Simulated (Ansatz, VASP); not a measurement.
## One calculation of Br, two programs

```
Br
1.0
     0.00000    2.25549    2.25549
     2.25549    0.00000    2.25549
     2.25549    2.25549    0.00000
Br
1
Direct
  0.00000 0.00000 0.00000
```

Alike in both runs: functional LDA; k mesh 14 × 14 × 14; occupations fermi-dirac, width 0.1 eV; no spin polarisation.

Ansatz relaxed the structure, and its values are those at the end. VASP's run is a single point on that final structure, the one shown.

```csv
,VASP,Ansatz
version,VASP 6.6.1,Ansatz 0.2.0
potentials or method,"VASP PAW LDA potentials, release 64 (Br)","PAW with Ansatz's default frozen-core files, scalar-relativistic"
plane-wave cutoff (eV),520,420
valence electrons in the cell,7,7
```

```tsv
	VASP	Ansatz	Ansatz less VASP
pressure (GPa)	0.1	0.0	-0.07
```

Caveats: an odd number of electrons without spin polarisation forces a metal; a magnetic or distorted state may lie lower.
